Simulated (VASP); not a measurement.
A run of VASP 6.6.1 is set up as follows.

INCAR

```
SYSTEM = Se
PREC = Accurate
ENCUT = 520
EDIFF = 1E-7
ISMEAR = 0
SIGMA = 1.0
LREAL = .False.
LASPH = .True.
NELM = 80
ALGO = Fast
ISIF = 3
LWAVE = .False.
LCHARG = .False.
GGA = PS
IBRION = 2
NSW = 80
EDIFFG = -0.002
PSTRESS = 1875.0
```

KPOINTS

```
regular mesh
0
Gamma
  21 21 21
  0 0 0
```

File POSCAR:

```
Se                                      
1.0
    1.9633569528      1.1335450830      0.8013997916
   -1.9633569528      1.1335450830      0.8013997916
   -0.0000000000     -2.2670901659      0.8013997916
  Se            
     1
Direct
     0.0000000000000000    0.0000000000000000    0.0000000000000000
```

Potentials or basis: VASP PAW PBE potentials, release 64 (Se).

Run with:

```console
$ cat potpaw_PBE.64/Se/POTCAR > POTCAR
$ mpirun -np 1 vasp_std > vasp.out
```

(1) Estimate the band gap on the k mesh.

Results:

(1) none (metal or under the smearing width).

Caveat: the relaxation stopped at its first step, so nothing moved.
